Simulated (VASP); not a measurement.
# MgO in VASP 6.6.1, relaxation

INCAR

```
ENCUT = 600
TIME = 0.4
LWAVE = .FALSE.
NSW = 40
NBANDS = 11
EDIFF = 1E-7
LASPH = .TRUE.
PSTRESS = 20
LCHARG = .FALSE.
ALGO = Damped
GGA = CA
ISMEAR = -1
SIGMA = 0.02
PREC = Accurate
LREAL = .FALSE.
ISIF = 7
NELM = 93
IBRION = 2
EDIFFG = -5E-3
```

KPOINTS

```
KPOINTS created by Atomic Simulation Environment
0
Gamma
8 8 8
0 0 0
```

POSCAR

```
Mg O
 1.0000000000000000
     0.0000000000000000    2.3060412378642976    2.3060412378642976
     2.3060412378642976    0.0000000000000000    2.3060412378642976
     2.3060412378642976    2.3060412378642976    0.0000000000000000
 Mg  O
   1   1
Cartesian
  0.0000000000000000  0.0000000000000000 -0.0000000000000000
  1.1530206189321488  1.1530206189321488  1.1530206189321488
```

The recommended LDA PAW datasets give the neutral cell 8 valence electrons.

Command

```
mpirun -np 1 vasp_std
```

OSZICAR

```
N       E                     dE             d eps       ncg     rms           ort
DAV:   1     0.516494965360E+02    0.51649E+02   -0.47106E+03   319   0.792E+02
DAV:   2    -0.102702406259E+02   -0.61920E+02   -0.58209E+02   319   0.195E+02
DAV:   3    -0.148815384106E+02   -0.46113E+01   -0.45613E+01   319   0.598E+01
DAV:   4    -0.151639228384E+02   -0.28238E+00   -0.27998E+00   319   0.143E+01
DAV:   5    -0.151870265354E+02   -0.23104E-01   -0.22955E-01   319   0.397E+00
SDA:   6    -0.902254433331E+01    0.61645E+01   -0.63718E+01   319   0.159E+02   0.000E+00
DMP:   7    -0.126478737331E+02   -0.36253E+01   -0.56188E+00   319   0.672E+00   0.192E+01
DMP:   8    -0.125210215958E+02    0.12685E+00   -0.50477E+00   319   0.207E+01  -0.210E+01
DMP:   9    -0.128857245689E+02   -0.36470E+00   -0.32127E+00   319   0.592E+00   0.552E+00
DMP:  10    -0.130083379171E+02   -0.12261E+00    0.55100E-02   319   0.595E-01  -0.192E+00
...
DMP:   8    -0.130691159673E+02   -0.10547E-03   -0.77271E-04   319   0.128E-03   0.171E-03
DMP:   9    -0.130691709194E+02   -0.54952E-04   -0.27655E-04   319   0.380E-04   0.815E-04
DMP:  10    -0.130691887113E+02   -0.17792E-04   -0.65451E-05   319   0.879E-05   0.198E-04
DMP:  11    -0.130691923152E+02   -0.36039E-05   -0.15615E-05   319   0.327E-05   0.166E-05
DMP:  12    -0.130691931306E+02   -0.81538E-06   -0.68988E-06   319   0.166E-05   0.172E-06
DMP:  13    -0.130691935608E+02   -0.43018E-06   -0.39349E-06   319   0.821E-06   0.426E-06
DMP:  14    -0.130691938368E+02   -0.27598E-06   -0.19950E-06   319   0.347E-06   0.396E-06
DMP:  15    -0.130691939740E+02   -0.13724E-06   -0.72087E-07   319   0.109E-06   0.187E-06
DMP:  16    -0.130691940202E+02   -0.46230E-07   -0.21617E-07   319   0.346E-07   0.509E-07
   3 F= -.12787916E+02 E0= -.12787916E+02  d E =-.692947E-01
```

Standard output (part)

```
POSCAR found type information on POSCAR MgO
 POSCAR found :  2 types and       2 ions
 LDA part: xc-table for (Slater(with rela. corr.)+CA(PZ))
 , standard interpolation
 POSCAR, INCAR and KPOINTS ok, starting setup
 WAVECAR not read
 entering main loop
 final diagonalization occupied
 curvature:   0.00 expect dE= 0.000E+00 dE for cont linesearch  0.000E+00
 search vector abs. value=  0.183E+00
 bond charge predicted
 wavefunctions rotated
 final diagonalization occupied
 trial-energy change:   -0.058207  1 .order   -0.051687   -0.182744    0.079371
 bond charge predicted
 wavefunctions rotated
 final diagonalization occupied
 curvature:  -0.35 expect dE=-0.290E-07 dE for cont linesearch -0.290E-07
 search vector abs. value=  0.842E-07
 reached required accuracy - stopping structural energy minimisation
```

From OUTCAR

```
k-points           NKPTS =     29   k-points in BZ     NKDIM =     29   number of bands    NBANDS=     11

   NELECT =       8.0000    total number of electrons

   dimension x,y,z NGX =    28 NGY =   28 NGZ =   28
   dimension x,y,z NGXF=    56 NGYF=   56 NGZF=   56

  energy-cutoff  :      600.00
  volume of cell :       22.53
      direct lattice vectors                 reciprocal lattice vectors
     0.000000000  2.241793330  2.241793330    -0.223035725  0.223035725  0.223035725
     2.241793330  0.000000000  2.241793330     0.223035725 -0.223035725  0.223035725
     2.241793330  2.241793330  0.000000000     0.223035725  0.223035725 -0.223035725

 k-points in reciprocal lattice and weights: KPOINTS created by Atomic Simulation Env
   0.00000000  0.00000000  0.00000000       0.002
   0.12500000  0.00000000  0.00000000       0.016
   0.25000000  0.00000000  0.00000000       0.016
   0.37500000  0.00000000  0.00000000       0.016
   0.50000000  0.00000000  0.00000000       0.008
   0.12500000  0.12500000  0.00000000       0.012
   0.25000000  0.12500000  0.00000000       0.047
   0.37500000  0.12500000  0.00000000       0.047
   ...

 E-fermi :   1.1921

 k-point     1 :       0.0000    0.0000    0.0000
  band No.  band energies     occupation
      1     -15.0309      2.00000
      2       0.7326      2.00000
      3       0.7326      2.00000
      4       0.7326      2.00000
      5       4.5955      0.00000
      6      17.8364      0.00000
      7      17.8364      0.00000
      8      17.8364      0.00000
      9      21.3001      0.00000
     10      21.4627      0.00000
     11      21.4877      0.00000

 k-point     2 :       0.1250    0.0000    0.0000
  band No.  band energies     occupation
      1     -14.9238      2.00000
      2       0.0100      2.00000
      3       0.7045      2.00000
      4       0.7045      2.00000
      5       5.4281      0.00000
      6      16.5077      0.00000
      7      17.7443      0.00000
      8      17.7443      0.00000
      9      19.7227      0.00000
     10      19.7227      0.00000
     11      20.8137      0.00000

 k-point     3 :       0.2500    0.0000    0.0000
  band No.  band energies     occupation
      1     -14.6534      2.00000
      2      -1.2159      2.00000
      3       0.6374      2.00000
      4       0.6374      2.00000
      5       6.9790      0.00000
      6      14.1897      0.00000
      7      16.7426      0.00000
      8      16.7426      0.00000
      9      20.2680      0.00000
     10      20.2680      0.00000
     11      20.4057      0.00000

 k-point     4 :       0.3750    0.0000    0.0000
  band No.  band energies     occupation
      1     -14.3634      2.00000
      2      -2.1629      2.00000
      3       0.5718      2.00000
      4       0.5718      2.00000
      5       8.5392      0.00000
      6      12.0771      0.00000
      7      15.8247      0.00000
      8      15.8247      0.00000
      9      20.6019      0.00000
     10      21.8688      0.00000
     11      21.8688      0.00000

 k-point     5 :       0.5000    0.0000    0.0000
  band No.  band energies     occupation
      1     -14.2367      2.00000
      2      -2.5158      2.00000
      3       0.5450      2.00000
      4       0.5450      2.00000
      5       9.7267      0.00000
      6      10.6832      0.00000
      7      15.5001      0.00000
      8      15.5001      0.00000
      9      20.8660      0.00000
     10      22.9456      0.00000
     11      22.9456      0.00000

 ...

  Total        0.2823565      0.2823565      0.2823565     -0.0000000      0.0000000     -0.0000000
  in kB       20.0766680     20.0766680     20.0766680     -0.0000000      0.0000000     -0.0000000
  external PRESSURE =       0.0766680 kB  Pullay stress =      20.0000000 kB

 POSITION                                       TOTAL-FORCE (eV/Angst)
 -----------------------------------------------------------------------------------
      0.00000      0.00000      0.00000         0.000000      0.000000      0.000000
      1.12090      1.12090      1.12090        -0.000000     -0.000000     -0.000000
 -----------------------------------------------------------------------------------
    total drift:                               -0.000000     -0.000000     -0.000000

  FREE ENERGIE OF THE ION-ELECTRON SYSTEM (eV)
  ---------------------------------------------------
  free  energy   TOTEN  =       -13.0691940202 eV

  energy  without entropy=      -13.0691940202  energy(sigma->0) =      -13.06919402
```

```
ionic step  ΔH (meV/atom)  volume (Å³)  largest force (eV/Å)  pressure (GPa)  electronic steps
         1            0.0        24.53                 0.000           -8.38                24
         2          -29.1        21.81                 0.000            7.07                18
         3          -34.6        22.53                 0.000            2.01                16
```

It converged. Results: relaxed cell vector lengths 3.170, 3.170, 3.170 Å; relaxed cell volume 22.53 Å³.

For comparison, a separate LDA relaxation on usual settings, not on those above, ends at 22.87 Å³.

The run above took about 14 s on one core of a shared host (Intel Xeon 6975P-C) and held 0.16 GiB at most.
